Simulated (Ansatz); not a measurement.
# C13O: the cost of one run

Program: Ansatz 0.2.0. Level of theory: DFT PBE, scalar-relativistic, plane waves, PAW. These are calculated values, not measurements.

18 further runs of the same task are left out: 1 for a known fault of the program, 17 set aside as unsound or not needed. Runs told in other sessions of the task aren't counted.

### 1 The system as given

Symmetry: P6/mmm, No. 191, hexagonal system. The conventional cell has a = 2.466 Å, b = 2.466 Å, c = 8.522 Å, α = 90.00°, β = 90.00°, γ = 120.00°. C (site symmetry -6m2) has 3 C at 1.42 Å in its first shell of neighbours.

Coordinates:

```xyz
2
Lattice="2.4663 0.0000 0.0000 -1.2332 2.1359 0.0000 0.0000 0.0000 8.5223" Properties=species:S:1:pos:R:3 pbc="T T T"
C     0.0000    1.4239    0.0000
C     1.2332    0.7120    0.0000
```

It goes back to an entry of the Materials Project, which need not be the stable form.

This cell was relaxed beforehand with the same method: volume 22.45 Å³/atom, gap on the mesh none (metal).

### 2 Setting up the map

Atoms count from 1 in the order of the input.

CO lies flat over one site of a rigid substrate while its bond length and height are varied.

First coordinate, distance C13-O14: 8 values from 1.040 to 2.941 Å. Second coordinate, height of the CO axis above the plane of C11: 8 values from 0.80 to 3.60 Å.

Nothing else is relaxed. Points are written as (first, second).

### 3 Point (1.040 Å, 0.80 Å)

The cell repeats along c, and a dipole correction in the vacuum removes the field between the copies.

The input, input.yaml:

```yaml
crystal:
  lattice:
    - [4.9326910638, 0.0, 0.0]
    - [0.0, 8.5222964206, 0.0]
    - [0.0, 0.0, 22.9416054]
  atoms:
    - { symbol: C, position: [0.0, 0.0, 0.1743557144] }
    - { symbol: C, position: [0.5, 0.0, 0.1743557144] }
    - { symbol: C, position: [0.25, 0.0, 0.2053898385] }
    - { symbol: C, position: [0.75, 0.0, 0.2053898385] }
    - { symbol: C, position: [0.25, 0.0, 0.2674580867] }
    - { symbol: C, position: [0.75, 0.0, 0.2674580867] }
    - { symbol: C, position: [0.0, 0.0, 0.2977124358] }
    - { symbol: C, position: [0.5, 0.0, 0.2977124358] }
    - { symbol: C, position: [0.0, 0.0, 0.3626190224] }
    - { symbol: C, position: [0.5, 0.0, 0.3626190224] }
    - { symbol: C, position: [0.25, 0.0, 0.3897549994] }
    - { symbol: C, position: [0.75, 0.0, 0.3897549994] }
    - { symbol: C, position: [0.125, 0.9389835821, 0.4246261423] }
    - { symbol: O, position: [0.125, 1.0610164179, 0.4246261423] }
basis:
  ecutwfc: 420
kpoints:
  mp_grid: { grid: [6, 3, 1] }
hamiltonian:
  xc: pbe
  pseudopotentials: { kind: paw, azcp: { folder: soft_1 } }
scf:
  occupations: { method: gaussian, width: 0.1 }
output:
  forces: true
  eigenvalues: true
efield:
  axis: 3
  dipole_correction: true
  ramp_width: 0.04
```

On the command line:

```bash
ansatz run input.yaml --threads 1 --pin off --max-ram 3072MiB --backend cpu --events-out ev --progress --plain --runs-dir out
```

Q: Estimate wall time and peak memory on 1 thread of AMD EPYC 9R45 (Zen 5), shared host.

About 14 s, with a peak of 0.92 GiB.
